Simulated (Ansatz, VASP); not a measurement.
## Si2W: VASP beside Ansatz

Contents of INCAR:

```
PREC = Accurate
ENCUT = 520
EDIFF = 1E-7
ISMEAR = -1
SIGMA = 0.05
LREAL = F
LASPH = T
NELM = 100
ALGO = Normal
ISIF = 2
LWAVE = F
LCHARG = F
GGA = PE
NBANDS = 18
```

KPOINTS

```
Automatic mesh
0
Gamma
  10 10 10
```

POSCAR

```
Si2W
1.0
   -1.6229690000      1.6229690000      3.9149500000
    1.6229690000     -1.6229690000      3.9149500000
    1.5908310000      1.5908310000     -3.9149500000
W Si
1 2
Direct
    0.0000000000      0.0000000000      0.0000000000
    0.6653000000      0.6653000000      0.0000000000
    0.3347000000      0.3347000000      0.0000000000
```

The input input.yaml:

```yaml
crystal:
  lattice:
    - [-1.622969, 1.622969, 3.91495]
    - [1.622969, -1.622969, 3.91495]
    - [1.590831, 1.590831, -3.91495]
  atoms:
    - { symbol: W, position: [0.0, 0.0, 0.0] }
    - { symbol: Si, position: [0.6653, 0.6653, 0.0] }
    - { symbol: Si, position: [0.3347, 0.3347, 0.0] }
hamiltonian:
  xc: pbe
  pseudopotentials: { kind: paw }
kpoints:
  mp_grid: { grid: [10, 10, 10] }
scf:
  occupations: { method: fermi_dirac, width: 0.05 }
output:
  forces: true
  stress: true
  eigenvalues: true
  write_density: true
  write_potential: true
  elf: true
  volumetric_format: npy
```

Alike in both runs: task single point; functional PBE; k mesh 10 × 10 × 10; occupations fermi-dirac, width 0.05 eV; no spin polarisation.

|  | VASP | Ansatz |
| --- | --- | --- |
| version | VASP 6.6.1 | Ansatz 0.2.0 |
| potentials or method | VASP PAW PBE potentials, release 64 (W_sv, Si) | Ansatz PAW |
| plane-wave cutoff (eV) | 520 | 420 |
| valence electrons in the cell | 22 | 22 |

|  | VASP | Ansatz | Ansatz less VASP |
| --- | --- | --- | --- |
| gap on the k mesh at the Fermi level (eV) | none | none | - |
| pressure (GPa) | 3.5 | 3.4 | -0.10 |
| largest component of the traceless stress (GPa) | 4.18 | 4.18 | -0.004 |
| rms of the force components (eV/Å) | 0.026 | 0.024 | -0.0015 |

Atom by atom the forces differ by 0.001 eV/Å (rms over components). A gap of «none» marks a metal or a gap that the smearing closes.

The runs have no spin-orbit coupling, so splittings on W are missing.
